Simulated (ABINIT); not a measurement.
Au: relaxation of cell and atoms with PBEsol

Au:

```
Au
1.0
     0.00000    2.03500    2.03500
     2.03500    0.00000    2.03500
     2.03500    2.03500    0.00000
Au
1
Cartesian
  0.0000 0.0000 0.0000
```

```json
{"Program": "ABINIT 10.8.3 (patched build)", "Task": "relaxation of cell and atoms", "Functional": "PBEsol", "Potentials or basis": "PseudoDojo NC SR PBEsol v0.4.1 standard", "Cutoff": "871 eV", "k mesh": "8 × 8 × 8", "Occupations": "fermi-dirac, width 0.05 eV", "Spin": "no spin polarisation", "Cell freedom (optcell)": "2", "Optimiser (ionmov)": "22", "Cutoff smearing ecutsm (Ha)": "0.5", "Force stop (Ha/bohr)": "2e-05"}
```

* Relaxed volume: 17.07 Å³/atom
* Relaxed cell: a = 2.890 Å, b = 2.890 Å, c = 2.890 Å, α = 60.00°, β = 60.00°, γ = 60.00°
* Space group after relaxing (to 0.05 Å): Fm-3m (No. 225)
* Energy gained by relaxing: 1.6 meV/atom
* Ionic steps: 5
* Pressure after relaxing: 0.0 GPa
* Band gap on the k mesh: none (metal or under the smearing width)

The path:
```tsv
step	energy change (eV)	largest force (eV/Å)	pressure (GPa)	volume (Å³)
1	0.0000	0.0000	2.39	16.85
2	-0.0013	0.0000	0.98	16.98
3	-0.0016	0.0000	0.07	17.07
4	-0.0016	0.0000	0.01	17.07
5	-0.0016	0.0000	0.00	17.07
```

Final structure:
```
Au
1.0
     0.00000    2.04377    2.04377
     2.04377    0.00000    2.04377
     2.04377    2.04377    0.00000
Au
1
Direct
  0.00000 0.00000 0.00000
```

Run time: 55 s on 1 thread of Arm Neoverse V1, on a shared host, peak memory 0.07 GiB.

Spin-orbit coupling is left out, which matters for the levels of Au. Zero-point motion and thermal expansion aren't in these numbers.
